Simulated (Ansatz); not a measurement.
SnSe:

```
CELL_PARAMETERS angstrom
0.00000 3.01000 3.01000
3.01000 0.00000 3.01000
3.01000 3.01000 0.00000
ATOMIC_POSITIONS crystal
Sn 0.00000 0.00000 0.00000
Se 0.50000 0.50000 0.50000
```

Measurements of this composition are mostly on another form, of space group No. 62.

```yaml
Program: Ansatz 0.2.0
Task: relaxation of cell and atoms
Functional: RPBE
Potentials_or_basis: all-electron LAPW, scalar-relativistic
Basis_error_allowed: 0.001 eV/atom
k_mesh: 8 × 8 × 8
Occupations: fermi-dirac, width 0.05 eV
Spin: no spin polarisation
```

At the start: volume 27.27 Å³/atom.

Question: How do energy, volume and symmetry change on relaxing?

Answer: Over 5 steps the energy falls by 11.2 meV/atom and the volume is 28.74 Å³/atom (+5.4 %); space group Fm-3m (No. 225, to 0.05 Å).

Step by step:
```csv
step,energy change (eV),largest force (eV/Å),volume (Å³)
1,0.0000,0.0000,54.54
2,-0.0199,0.0000,58.53
3,-0.0224,0.0000,57.57
4,-0.0224,0.0000,57.47
5,-0.0224,0.0000,57.47
```

Final structure:
```xyz
2
Lattice="0.0000 3.0630 3.0630 3.0630 0.0000 3.0630 3.0630 3.0630 0.0000" Properties=species:S:1:pos:R:3 pbc="T T T"
Sn    0.0000    0.0000    0.0000
Se    3.0630    3.0630    3.0630
```
